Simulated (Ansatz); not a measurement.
# GaP

The computed numbers are results of PBEsol, scalar-relativistic (no spin polarisation) in the plane-wave PAW code Ansatz at 420 eV, 10×10×10 k-mesh, Gaussian smearing of 0.05 eV. The datasets are Ansatz's generated set soft_2.

```yaml
crystal:
  lattice:
    - [0.00000, 2.71924, 2.71924]
    - [2.71924, 0.00000, 2.71924]
    - [2.71924, 2.71924, 0.00000]
  atoms:
    - { symbol: Ga, position: [0.00000, 0.00000, 0.00000] }
    - { symbol: P, position: [0.75000, 0.75000, 0.75000] }
```

The chain of runs began from a cell as deposited in COD, expanded in volume.

The cell is relaxed to zero pressure at this level.

The cell has space group F-43m (read at 0.01 Å). In it the stress is 0.00, 0.00, 0.00, 0.00, 0.00, 0.00 GPa and the largest force component 0.000 eV/Å. Each change below starts from this cell, without further relaxation. Stress is in GPa, positive in compression, in the order xx, yy, zz, yz, xz, xy; energies are counted from the cell above.

Problem. One atom was moved along a Cartesian axis, and these forces appeared. Which atom, and about how far?
```
atom  Fx (eV/Å)     Fy     Fz
 Ga1      0.800  0.000  0.000
  P2     -0.800  0.000  0.000
```

Solution. Atom 2 (P) is moved by 0.08 Å along x; the energy changes by 32.1 meV per cell. Moving the other atom the opposite way is the same thing.

Problem. What stress follows from an engineering strain of -1 % in yz, atoms carried along?

Solution. 0.01, 0.01, 0.01, 0.91, 0.00, 0.00 GPa; the energy changes by 1.1 meV per cell. The gap on the mesh goes from 1.47 eV to 1.45 eV.
```tsv
atom	Fx (eV/Å)	Fy	Fz
Ga1	0.077	0.000	0.000
P2	-0.077	0.000	0.000
```
The change of the stress over the strain gives a clamped-atom stiffness of about 91 GPa for this component.
In a harmonic crystal the energy would rise by V(½Cε² − σ₀ε), with σ₀ the stress of the unstrained cell, = 1.1 meV, which matches.

Semilocal functionals underestimate band gaps, commonly by a third or more.
